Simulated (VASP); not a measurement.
SnO2 (Cassiterite):

```
CELL_PARAMETERS angstrom
4.73800 0.00000 0.00000
0.00000 4.73800 0.00000
0.00000 0.00000 3.18650
ATOMIC_POSITIONS crystal
Sn 0.50000 0.50000 0.50000
Sn 0.00000 0.00000 0.00000
O 0.80710 0.19290 0.50000
O 0.69290 0.69290 0.00000
O 0.19290 0.80710 0.50000
O 0.30710 0.30710 0.00000
```

Base run:

```yaml
Program: VASP 6.6.1
Functional: PBE
Potentials_or_basis: VASP PAW PBE potentials, release 64 (Sn_d, O)
Cutoff: 520 eV
k_mesh: 6 × 6 × 8
Occupations: fermi-dirac, width 0.05 eV
Spin: no spin polarisation
```

Its results: band gap on the k mesh 1.27 eV, direct.

Question: After a change of settings the same cell gave: band gap on the k mesh 1.99 eV, direct. Which change was it?
A. potentials or basis from VASP PAW PBE potentials, release 64 (Sn_d, O) to VASP PAW PBE potentials, release 64 (Sn, O); cutoff from 520 eV to 500 eV; further incar settings from ALGO = Fast; EDIFF = 1e-07 to ALGO = Normal; EDIFF = 1e-06; valence electrons from 52 to 32
B. functional from PBE to MS2; further incar settings from ALGO = Fast; EDIFF = 1e-07 to ALGO = Normal; EDIFF = 1e-07; NBANDS = 35
C. potentials or basis from VASP PAW PBE potentials, release 64 (Sn_d, O) to VASP PAW PBE potentials, release 64 (Sn_d_GW, O_GW); cutoff from 520 eV to 600 eV; further incar settings from ALGO = Fast; EDIFF = 1e-07 to ALGO = Fast; EDIFF = 1e-06
D. functional from PBE to r2SCAN; further incar settings from ALGO = Fast; EDIFF = 1e-07 to ALGO = Normal; EDIFF = 1e-07

Answer: D.

Caveats: spin-orbit coupling is left out, which moves the levels of the heavy elements.

Not every run made on this cell is shown here.
